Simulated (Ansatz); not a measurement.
MgS: stable or not

The cell was reached from a generator's guess, though it ends in a space group that the Crystallography Open Database lists for this formula.

Method: Ansatz 0.2.0, DFT PBE, scalar-relativistic, plane waves, PAW. Cutoff 420 eV, Γ-centred 8×8×8 mesh (2-atom cell), Gaussian smearing of 0.02 eV, no spin polarisation.

```cif
data_structure
_symmetry_space_group_name_H-M 'Fm-3m'
_symmetry_Int_Tables_number 225
_cell_length_a 5.2301
_cell_length_b 5.2301
_cell_length_c 5.2301
_cell_angle_alpha 90.000
_cell_angle_beta 90.000
_cell_angle_gamma 90.000
_cell_volume 143.07
loop_
_atom_site_label
_atom_site_type_symbol
_atom_site_symmetry_multiplicity
_atom_site_Wyckoff_symbol
_atom_site_fract_x
_atom_site_fract_y
_atom_site_fract_z
_atom_site_occupancy
Mg1 Mg 4 b 0.50000 0.00000 0.00000 1
S1 S 4 a 0.00000 0.00000 0.00000 1
```

Energies over the elements count from the elements' standard structures at the same level, with no fitted energy shifts.

Q: These tests were run: energy against the elements; random kick, then relaxation without symmetry; phonons on a 4×4×4 q mesh. What do they show?

A:

| test | result |
| --- | --- |
| energy against the elements | −1.444 eV/atom |
| random kick, then relaxation without symmetry | returns |
| phonons on a 4×4×4 q mesh | no imaginary mode on the mesh |

It fails none of these tests. Whether a mixture of other phases lies lower isn't tested here.

The reference form of S is held partly by dispersion forces, which this level lacks. The kick test ran on a coarse mesh. The run for the phonons used an 8×8×8 k mesh.
